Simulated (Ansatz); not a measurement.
# Calculated O-17 NMR of the central transition for SiO2

Cell: a Materials Project structure (computed, not necessarily an observed phase), atoms as given.

Space group P4_32_12 (No. 96); a = 4.9756, c = 6.9009 Å.

```csv
site,Wyckoff,site symmetry,x,y,z
Si,4a,..2,0.1968,0.1968,0.0000
O,8b,1,0.6104,0.7382,0.6820
```

One atom of each set is listed.

Computed with Ansatz: DFT, PBE, plane waves and PAW (field gradients read without the response of the frozen cores, which leaves them typically 4 to 6 % off), scalar-relativistic, 420 eV cutoff, Γ-centred 5×5×4 k-points, Fermi–Dirac smearing 0.02 eV.

O-17 has I = 5/2 and Q = -25.58 mb (Pyykkö 2018); at 9.4 T its Larmor frequency is ν₀ = 54.3 MHz. Only the quadrupole interaction is simulated: positions count from each site's isotropic chemical shift, and J coupling is left out, as are shift anisotropy and dipolar coupling, which fast spinning averages.

Simulated pattern of one O site (fast magic-angle spinning, Gaussian broadening 0.3 kHz):

```csv
offset (kHz),height
-10.121,0
-9.808,1
-9.495,6
-9.182,7
-8.869,7
-8.557,7
-8.244,8
-7.931,8
-7.618,8
-7.305,8
-6.992,9
-6.680,15
-6.367,43
-6.054,63
-5.741,89
-5.428,74
-5.115,60
-4.803,55
-4.490,52
-4.177,51
-3.864,51
-3.551,52
-3.238,54
-2.926,57
-2.613,63
-2.300,74
-1.987,100
-1.674,93
-1.361,71
-1.049,45
-0.736,5
-0.423,0
```

(1) Which |C_Q| and η does the pattern imply?

Answers

(1) The pattern spans 8.74 kHz before broadening and its centre of gravity is at -3.90 kHz, which fixes P_Q; the places of the horns and steps fix η. That gives P_Q = 5.94 MHz, |C_Q| = 5.91 MHz and η = 0.17. The sign of C_Q can't be read from the pattern.

At O V_zz runs parallel to the line that joins its two neighbours (within 1°).

At this cell the principal stresses reach 5 GPa in size with PBE, which can matter for small gradients. The largest force is 0.3 eV/Å, so the atoms aren't at the calculated equilibrium and relaxing them would move these values.
